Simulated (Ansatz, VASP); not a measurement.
# One calculation of AlN, two programs

```xyz
4
Lattice="2.1025 2.1025 0.0000 -2.1025 2.1025 0.0000 0.0000 0.0000 4.2050" Properties=species:S:1:pos:R:3 pbc="T T T"
Al    0.0000    0.0000    0.0000
Al    0.0000    2.1025    2.1025
N     1.0513    1.0513    1.0513
N    -1.0513    1.0513    3.1538
```

Change from the starting cell: equal strain along all axes, cell held, atoms relaxed: -4.5 %.

Alike in both runs: task single point; functional PBE; k mesh 8 × 8 × 6; occupations gaussian, width 0.02 eV; no spin polarisation.

```csv
,VASP,Ansatz
version,VASP 6.6.1,Ansatz 0.2.0
potentials or method,"VASP PAW PBE potentials, release 64 (Al, N)","scalar-relativistic, plane waves, PAW"
plane-wave cutoff (eV),520,420
valence electrons in the cell,16,16
```

```csv
,VASP,Ansatz,Ansatz less VASP
gap on the k mesh at the Fermi level (eV),3.37,3.38,+0.010
least direct gap on the mesh (eV),3.37,3.38,+0.010
pressure (GPa),34.7,34.8,+0.11
```

Caveats: so large a pressure means that the cell lies far from this level's equilibrium, or that cutoff or potentials fall short (VASP). A k mesh can miss the band edges.
